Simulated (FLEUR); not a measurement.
# Ta (P6_3/mmc) in FLEUR: further runs

The runs below take Ta through equation of state, with PBEsol.

Program: FLEUR MaX-R8.1 (later development tree). These are calculated values, not measurements. Logs are shortened: lines on timing, memory, paths and dates and some standing lists are left out, and cuts for length are marked.

## (1) The crystal as given

Symmetry: P6_3/mmc, No. 194, hexagonal system. Conventional cell: a = 2.900 Å, b = 2.900 Å, c = 5.166 Å, α = 90.00°, β = 90.00°, γ = 120.00°. Around Ta (site symmetry -6m2) lie 12 Ta at 2.90 to 3.08 Å.

This isn't the form of Ta at room conditions, which is bcc.

## (2) Equation of state, PBEsol, 17.69 Å³/atom (volume scaled by 0.94)

Input file inp.xml:

```xml
<?xml version="1.0" encoding="UTF-8" standalone="no"?>
<fleurInput fleurInputVersion="0.39">
   <comment>
      Ta                                                                                                  
   </comment>
   <calculationSetup>
      <cutoffs Kmax="4.1" Gmax="12.7" GmaxXC="12.7" numbands="0"/>
      <scfLoop itmax="60" minDistance="0.00001" maxIterBroyd="15" imix="Anderson" alpha="0.05" precondParam="0.0" spinf="2.0" sdNocoIR="T"/>
      <coreElectrons ctail="T" frcor="F" kcrel="0" coretail_lmax="0"/>
      <xcFunctional name="PBEs" relativisticCorrections="F"/>
      <magnetism jspins="1"/>
      <soc l_soc="F" theta="0.0" phi="0.0" spav="F"/>
      <expertModes spex="0" secvar="F"/>
      <geometryOptimization l_f="F" forcealpha="1.0" forcemix="BFGS" epsdisp="0.0005" epsforce="0.0002"/>
      <ldaU l_linMix="F" mixParam="0.05" spinf="1.0"/>
   </calculationSetup>
   <cell>
      <bzIntegration valenceElectrons="54.0" mode="hist" fermiSmearingEnergy="0.00183747">
         <kPointListSelection listName="default-1"/>
         <!-- k-points included here -->
         <xi:include xmlns:xi="http://www.w3.org/2001/XInclude" href="kpts.xml"> </xi:include>
      </bzIntegration>
      <!-- symmetry operations included here -->
      <xi:include xmlns:xi="http://www.w3.org/2001/XInclude" href="sym.xml"> </xi:include>
      <bulkLattice scale="0.9795861087">
         <bravaisMatrix>
            <row-1>    5.4809088766524683     0.0000000000000000     0.0000000000000000</row-1>
            <row-2>   -2.7404544383262341     4.7466063230114566     0.0000000000000000</row-2>
            <row-3>    0.0000000000000000     0.0000000000000000     9.7628429446417382</row-3>
         </bravaisMatrix>
      </bulkLattice>
   </cell>
   <atomSpecies>
      <species name="Tantalum (Ta)" element="Ta" atomicNumber="73">
         <mtSphere radius="2.46" gridPoints="839" logIncrement="0.016"/>
         <atomicCutoffs lmax="10" lnonsphr="10"/>
         <electronConfig flipSpins="F">
            <coreConfig>(1s1/2) (2s1/2) (2p1/2) (2p3/2) (3s1/2) (3p1/2) (3p3/2) (4s1/2) (3d3/2) (3d5/2) (4p1/2) (4p3/2) (4d3/2) (4d5/2)</coreConfig>
            <valenceConfig>(5s1/2) (5p1/2) (5p3/2) (6s1/2) (4f5/2) (4f7/2) (5d3/2) (5d5/2)</valenceConfig>
            <stateOccupation state="(5d3/2)" spinUp="0.600000" spinDown="0.600000"/>
            <stateOccupation state="(5d5/2)" spinUp="0.900000" spinDown="0.900000"/>
         </electronConfig>
         <energyParameters s="6" p="6" d="5" f="4"/>
         <lo type="SCLO" l="0" n="5" eDeriv="0"/>
         <lo type="SCLO" l="1" n="5" eDeriv="0"/>
         <lo type="SCLO" l="2" n="5" eDeriv="2"/>
         <lo type="SCLO" l="3" n="4" eDeriv="2"/>
      </species>
   </atomSpecies>
   <atomGroups>
      <atomGroup species="Tantalum (Ta)">
         <relPos label="                   1">1.000/3.000 -1.000/3.000 1.000/4.000</relPos>
         <relPos label="                   2">-1.000/3.000 1.000/3.000 -1.000/4.000</relPos>
         <force calculate="T" relaxXYZ="TTT"/>
      </atomGroup>
   </atomGroups>
   <output dos="F" band="F" slice="F">
      <checks vchk="F" cdinf="F"/>
      <bandDOS minEnergy="-.5*Htr" maxEnergy="0.5*Htr" sigma="0.015" storeEVData="T"/>
      <vacuumDOS vacdos="F" integ="F" star="F" nstars="0" locx1="0.0" locy1="0.0" locx2="0.0" locy2="0.0" nstm="0" tworkf="0.0"/>
      <unfoldingBand unfoldBand="F" supercellX="1" supercellY="1" supercellZ="1"/>
      <plotting iplot="0" polar="F">
         <plot TwoD="T" vec1="  1.0  0.0  0.0" vec2="  0.0  1.0  0.0" vec3="  0.0  0.0  1.0" zero="  0.0  0.0  0.0" file="plot"/>
      </plotting>
      <chargeDensitySlicing numkpt="0" minEigenval="0.0" maxEigenval="0.0" nnne="0" pallst="F"/>
      <specialOutput eonly="F"/>
      <moessbauerParams electricFieldGradient="T" isomerShift="T" coreHyperfine="T" valenceHyperfine="T"/>
      <magneticCircularDichroism mcd="F" energyLo="-10.0" energyUp="0.0"/>
   </output>
  <!-- We include the file relax.xml here to enable relaxations (see documentation) -->
  <xi:include xmlns:xi="http://www.w3.org/2001/XInclude" href="relax.xml"> <xi:fallback/> </xi:include>
</fleurInput>
```

Potentials or basis: all-electron, FLAPW.

The run is started by

```
$ inpgen -f crystal.txt -profile fastHighL
$ # inp.xml edited to the form shown
$ fleur_MPI
```

Standard output:

```text
Welcome to FLEUR        (www.flapw.de)
      MaX-Release 8.1          (www.max-centre.eu)

 ========== k-point set info ==========
 Selected k-point list: default-1
 k-point list type: mesh
 11 x 11 x 5
 Number of k points: 48

 ------------Calculation Setup---------------------------
 Number of MPI-tasks      :            1
 Number of PE/node        :            1
 Number of OMP-threads    :            1
 Most efficient MPI parallelization for:
           1           2           3           4           6           8          12          16          24          48
 Additional eigenvalue parallelization possible
 Number of basis functions:          345
 Approximate size of matrices (H+S) per k-point:         0.002 GB
 --------------------------------------------------------
 Iteration:     1   Distance:      13.73831535 me/bohr^3
 Iteration:     2   Distance:      12.55574205 me/bohr^3
 Iteration:     3   Distance:       6.13970535 me/bohr^3
 Iteration:     4   Distance:       1.28735387 me/bohr^3
 Iteration:     5   Distance:       1.24212794 me/bohr^3
 Iteration:     6   Distance:       0.26022493 me/bohr^3
 Iteration:     7   Distance:       0.14275830 me/bohr^3
 Iteration:     8   Distance:       0.04074647 me/bohr^3
 Iteration:     9   Distance:       0.00223575 me/bohr^3
 Iteration:    10   Distance:       0.00418823 me/bohr^3
 Iteration:    11   Distance:       0.00016565 me/bohr^3
 Iteration:    12   Distance:       0.00013784 me/bohr^3
 Iteration:    13   Distance:       0.00002295 me/bohr^3
 Iteration:    14   Distance:       0.00000901 me/bohr^3

 ********************************************************************
 Run finished successfully
 Stop message:
   all done
 ********************************************************************
```

out.xml (last iteration):

```text
<iteration numberForCurrentRun="   14" overallNumber="   14">
         <energyParameters units="Htr">
            <atomicEP atomType="1" spin="1" branch="6s" branchLowest="-1.90" branchHighest="2.38" value="0.3342919870"/>
            <atomicEP atomType="1" spin="1" branch="6p" branchLowest="-0.60" branchHighest="3.33" value="0.4666983972"/>
            <atomicEP atomType="1" spin="1" branch="5d" branchLowest="-7.39" branchHighest="1.09" value="0.4940591273"/>
            <atomicEP atomType="1" spin="1" branch="4f" branchLowest="-9.99" branchHighest="-0.15" value="-0.1256578327"/>
            <loAtomicEP atomType="1" spin="1" branch="5s" branchLowest="-19.06" branchHighest="-1.90" value="-1.9271361783"/>
            <loAtomicEP atomType="1" spin="1" branch="5p" branchLowest="-13.93" branchHighest="-0.60" value="-0.7197894834"/>
            <loAtomicEP atomType="1" spin="1" branch="5d" branchLowest="-7.39" branchHighest="1.09" value="0.4908541726"/>
            <loAtomicEP atomType="1" spin="1" branch="4f" branchLowest="-9.99" branchHighest="-0.15" value="-0.1499511897"/>
         </energyParameters>
         <eigenvalues>
            <eigenvaluesAt spin="1" ikpt="1" k_x="0.00000000" k_y="0.00000000" k_z="0.00000000">
                      -1.9315587838       -1.9286707612       -0.7205326091       -0.6833009922       -0.6786275127
                      -0.6786275127       -0.6749189052       -0.6749189052       -0.1583325130       -0.1582311865
                      -0.1572983118       -0.1572983118       -0.1571401586       -0.1570074261       -0.1570074261
                      -0.1559999519       -0.1559999519       -0.1558592394       -0.1550465058       -0.1550465058
                      -0.1545332248       -0.1544835970        0.2371644729        0.3583484768        0.5220629996
                       0.5494328214        0.5674694101        0.5674694101        0.5900512761        0.5900512761
                       0.6615772204        0.6615772204        0.7479671655        0.7479671655        0.8957451566
                       1.0175315503        1.0305414889        1.1104806274        1.2973608365        1.2973608365
                       1.3053971471        1.3297420546
            </eigenvaluesAt>
            <eigenvaluesAt spin="1" ikpt="2" k_x="0.00000000" k_y="0.00000000" k_z="0.20000000">
                      -1.9312846467       -1.9289484372       -0.7171930870       -0.6870944304       -0.6782758356
                      -0.6782758356       -0.6752750471       -0.6752750471       -0.1583654365       -0.1582615666
                      -0.1573444391       -0.1573444391       -0.1570959542       -0.1570959542       -0.1569917248
                      -0.1559752234       -0.1558228930       -0.1558228930       -0.1550702778       -0.1550702778
                      -0.1545126985       -0.1544781128        0.2507405692        0.3526127673        0.5155337578
                       0.5285157081        0.5659475186        0.5659475186        0.5846084822        0.5846084822
                       0.6746616120        0.6746616120        0.7459015822        0.7459015822        0.9385488238
                       0.9922591758        1.0787918292        1.0832018901        1.2409967083        1.2409967083
                       1.3614941374        1.3633672198
            </eigenvaluesAt>
            <eigenvaluesAt spin="1" ikpt="3" k_x="0.00000000" k_y="0.00000000" k_z="0.40000000">
                      -1.9305658800       -1.9296735373       -0.7082507594       -0.6967682855       -0.6773526659
                      -0.6773526659       -0.6762065136       -0.6762065136       -0.1583783800       -0.1583316085
                      -0.1573824260       -0.1573824260       -0.1572780611       -0.1572780611       -0.1566356342
                      -0.1562571632       -0.1554822286       -0.1554822286       -0.1552052314       -0.1552052314
                      -0.1545045524       -0.1544911314        0.2865180369        0.3280688297        0.5029666569
[... 11 lines left out ...]
                       0.5331113834        0.5603246908        0.5782973086        0.5794974782        0.6018309429
                       0.6418544774        0.6509523129        0.7532308692        0.7741450172        0.8943678830
                       1.0481444582        1.0544379756        1.1367520140        1.2087169027        1.2802547754
                       1.2911131865        1.3115600210
            </eigenvaluesAt>
         </eigenvalues>
         <bandgap value="0.0267221865" units="eV"/>
         <sumValenceSingleParticleEnergies value="-15.9289930380" units="Htr"/>
         <FermiEnergy value="0.5470559520" units="Htr"/>
         <valenceDensity>
            <mtCharges spin="1">
               <mtCharge atomType="1" total="24.8028341" s="2.3509210" p="6.1344713" d="2.2992853" f="14.0127218"/>
            </mtCharges>
            <spinDependentCharge spin="1" total="54.0000000" interstitial="4.3943318" mtSpheres="49.6056682"/>
            <totalCharge value="54.0000000000"/>
         </valenceDensity>
         <coreStates atomType="     1" atomicNumber=" 73" spin="1" kinEnergy="  16945.8181034487" eigValSum="  -9535.5867484526" lostElectrons=" 0.000003">
            <state n="1" l="0" j="0.5" energy="-2470.8232916464" weight="1.0000000000"/>
            <state n="2" l="0" j="0.5" energy="-423.6269542470" weight="1.0000000000"/>
            <state n="2" l="1" j="0.5" energy="-404.8242828580" weight="1.0000000000"/>
            <state n="2" l="1" j="1.5" energy="-358.1673136810" weight="2.0000000000"/>
            <state n="3" l="0" j="0.5" energy="-96.4574039451" weight="1.0000000000"/>
            <state n="3" l="1" j="0.5" energy="-88.1055379512" weight="1.0000000000"/>
            <state n="3" l="1" j="1.5" energy="-78.0619193371" weight="2.0000000000"/>
            <state n="4" l="0" j="0.5" energy="-19.0575504703" weight="1.0000000000"/>
            <state n="3" l="2" j="1.5" energy="-63.9640248492" weight="2.0000000000"/>
            <state n="3" l="2" j="2.5" energy="-61.7758832046" weight="3.0000000000"/>
            <state n="4" l="1" j="0.5" energy="-15.6166657304" weight="1.0000000000"/>
            <state n="4" l="1" j="1.5" energy="-13.3006671045" weight="2.0000000000"/>
            <state n="4" l="2" j="1.5" energy="-7.6485012730" weight="2.0000000000"/>
            <state n="4" l="2" j="2.5" energy="-7.2230617582" weight="3.0000000000"/>
         </coreStates>
         <allElectronCharges>
            <spinDependentCharge spin="1" total="146.0000000" interstitial="4.3943370" mtSpheres="141.6056630"/>
            <totalCharge value="145.9999999924"/>
         </allElectronCharges>
         <moessbauerParams unitsHFF="kG" unitsIS="e/bohr^3" unitsEFG="Htr/bohr^2">
            <coreIsomerShift atomType="1" isTotal="1392924.70649">
               <shell n="1" l="0" isomerShift="1168121.29130"/>
               <shell n="2" l="0" isomerShift="165749.84340"/>
               <shell n="2" l="1" isomerShift="9774.16625"/>
               <shell n="3" l="0" isomerShift="37104.35180"/>
               <shell n="3" l="1" isomerShift="2442.96845"/>
               <shell n="4" l="0" isomerShift="9144.26660"/>
               <shell n="3" l="2" isomerShift="0.00094"/>
               <shell n="4" l="1" isomerShift="587.81751"/>
               <shell n="4" l="2" isomerShift="0.00023"/>
            </coreIsomerShift>
            <isomerShift atomType="1" nucleusRadius="0.0001336" averageDensity="1394588.94140"/>
            <electricFieldGradient atomType="1" VXX="0.33295" VYY="0.33295" VZZ="-0.66590" asymParam="0.00000">
            </electricFieldGradient>
         </moessbauerParams>
         <totalEnergy                                    value="   -31242.9349084299" units="Htr">
            <sumOfEigenvalues                            value="   -19087.1024899432">
               <coreElectrons value="-19071.1734969052"/>
               <valenceElectrons value="-15.9289930380"/>
            </sumOfEigenvalues>
            <densityCoulombPotentialIntegral value="-53336.8463554275"/>
            <densityEffectivePotentialIntegral value="-54161.2067567252"/>
            <chargeDenXCDenIntegral value="-625.9410392485"/>
            <FockExchangeEnergyValence value="0.0000000000"/>
            <FockExchangeEnergyCore value="0.0000000000"/>
            <atomTypeDependentContributions atomType="1">
               <electronNucleiInteractionDifferentMTs value="38925.7162071503"/>
               <MadelungTerm value="-96.9587510994"/>
            </atomTypeDependentContributions>
            <tkbTimesEntropy value="0.0005776088"/>
            <freeEnergy value="-31242.9354860387"/>
            <extrapolationTo0K value="-31242.9351972343"/>
         </totalEnergy>
         <densityConvergence units="me/bohr^3">
            <chargeDensity spin="1" distance="0.0000090112"/>
         </densityConvergence>
      </iteration>
```

It took 31 s on 1 thread of Arm Neoverse V2, shared host; peak memory 0.07 GiB.

What came out:

```yaml
Free_energy: -850163.5850 eV
Band_gap_on_the_k_mesh: none (metal or under the smearing width)
Valence_electrons_inside_the_program's_atomic_spheres: Ta 24.80 (radii Ta 2.46 bohr)
```

## (3) Equation of state, PBEsol, 18.07 Å³/atom (volume scaled by 0.96)

Edit inp.xml of step 2 so:

```diff
@@ -24,3 +24,3 @@
       <xi:include xmlns:xi="http://www.w3.org/2001/XInclude" href="sym.xml"> </xi:include>
-      <bulkLattice scale="0.9795861087">
+      <bulkLattice scale="0.9864848297">
          <bravaisMatrix>
```

Potentials or basis: all-electron, FLAPW.

The run is started by

```
$ inpgen -f crystal.txt -profile fastHighL
$ # inp.xml edited to the form shown
$ fleur_MPI
```

Wall time 31 s (1 thread of Arm Neoverse V2, shared host); peak memory 0.07 GiB.

Results (log left out):

| Property | Result |
| --- | --- |
| Free energy | -850163.5965 eV |
| Band gap on the k mesh | none (metal or under the smearing width) |
| Valence electrons inside the program's atomic spheres | Ta 24.76 (radii Ta 2.46 bohr) |

## (4) Equation of state, PBEsol, 18.44 Å³/atom (volume scaled by 0.98)

Edit inp.xml of step 3 so:

```diff
@@ -24,3 +24,3 @@
       <xi:include xmlns:xi="http://www.w3.org/2001/XInclude" href="sym.xml"> </xi:include>
-      <bulkLattice scale="0.9864848297">
+      <bulkLattice scale="0.9932883884">
          <bravaisMatrix>
```

The run is started by

```
$ inpgen -f crystal.txt -profile fastHighL
$ # inp.xml edited to the form shown
$ fleur_MPI
```

It took 35 s on 1 thread of Arm Neoverse V2, shared host; peak memory 0.07 GiB.

Results (log left out):

```
Free energy                                           : -850163.5884 eV
Band gap on the k mesh                                : none (metal or under the smearing width)
Valence electrons inside the program's atomic spheres : Ta 24.72 (radii Ta 2.46 bohr)
```

## (5) Equation of state, PBEsol, 18.82 Å³/atom

Edit inp.xml of step 4 so:

```diff
@@ -24,3 +24,3 @@
       <xi:include xmlns:xi="http://www.w3.org/2001/XInclude" href="sym.xml"> </xi:include>
-      <bulkLattice scale="0.9932883884">
+      <bulkLattice scale="1.0000000000">
          <bravaisMatrix>
```

The run is started by

```
$ inpgen -f crystal.txt -profile fastHighL
$ # inp.xml edited to the form shown
$ fleur_MPI
```

It took 33 s on 1 thread of Arm Neoverse V2, shared host; peak memory 0.07 GiB.

The run converged. Its results:

```
Free energy                                           : -850163.5624 eV
Band gap on the k mesh                                : none (metal or under the smearing width)
Valence electrons inside the program's atomic spheres : Ta 24.69 (radii Ta 2.46 bohr)
```

## (6) Equation of state, PBEsol, 19.19 Å³/atom (volume scaled by 1.02)

Edit inp.xml of step 5 so:

```diff
@@ -24,3 +24,3 @@
       <xi:include xmlns:xi="http://www.w3.org/2001/XInclude" href="sym.xml"> </xi:include>
-      <bulkLattice scale="1.0000000000">
+      <bulkLattice scale="1.0066227096">
          <bravaisMatrix>
```

Potentials or basis: all-electron, FLAPW.

The run is started by

```
$ inpgen -f crystal.txt -profile fastHighL
$ # inp.xml edited to the form shown
$ fleur_MPI
```

It took 34 s on 1 thread of Arm Neoverse V2, shared host; peak memory 0.07 GiB.

It converged, with:

```
Free energy                                           : -850163.5200 eV
Band gap on the k mesh                                : none (metal or under the smearing width)
Valence electrons inside the program's atomic spheres : Ta 24.65 (radii Ta 2.46 bohr)
```

## (7) Equation of state, PBEsol, 19.57 Å³/atom (volume scaled by 1.04)

Edit inp.xml of step 6 so:

```diff
@@ -24,3 +24,3 @@
       <xi:include xmlns:xi="http://www.w3.org/2001/XInclude" href="sym.xml"> </xi:include>
-      <bulkLattice scale="1.0066227096">
+      <bulkLattice scale="1.0131594038">
          <bravaisMatrix>
```

The run is started by

```
$ inpgen -f crystal.txt -profile fastHighL
$ # inp.xml edited to the form shown
$ fleur_MPI
```

It took 35 s on 1 thread of Arm Neoverse V2, shared host; peak memory 0.07 GiB.

Results (log left out):

```yaml
Free_energy: -850163.4630 eV
Band_gap_on_the_k_mesh: none (metal or under the smearing width)
Valence_electrons_inside_the_program's_atomic_spheres: Ta 24.62 (radii Ta 2.46 bohr)
```

## (8) Equation of state, PBEsol, 19.95 Å³/atom (volume scaled by 1.06)

Edit inp.xml of step 7 so:

```diff
@@ -24,3 +24,3 @@
       <xi:include xmlns:xi="http://www.w3.org/2001/XInclude" href="sym.xml"> </xi:include>
-      <bulkLattice scale="1.0131594038">
+      <bulkLattice scale="1.0196128224">
          <bravaisMatrix>
```

The run is started by

```
$ inpgen -f crystal.txt -profile fastHighL
$ # inp.xml edited to the form shown
$ fleur_MPI
```

Wall time 37 s (1 thread of Arm Neoverse V2, shared host); peak memory 0.07 GiB.

Results (log left out):

```yaml
Free_energy: -850163.3927 eV
Band_gap_on_the_k_mesh: none (metal or under the smearing width)
Valence_electrons_inside_the_program's_atomic_spheres: Ta 24.59 (radii Ta 2.46 bohr)
```

## (9) Equation of state, PBEsol

Potentials or basis: all-electron, FLAPW.

No new run: the results of the series are fitted here.

Results:

```yaml
Equilibrium_volume: 18.09 Å³/atom
Bulk_modulus_at_fixed_shape_and_positions: 201 GPa
Pressure_derivative_of_the_bulk_modulus: 3.8
```

Energy against volume, from the lowest point:
```tsv
volume (Å³/atom)	energy (meV/atom)
17.689	5.78
18.066	0.00
18.442	4.04
18.819	17.08
19.195	38.27
19.571	66.77
19.948	101.92
```

Caveat: the cell was scaled at fixed shape and fractional positions, which overstates the stiffness of a crystal with free parameters, most of all of layers and chains.
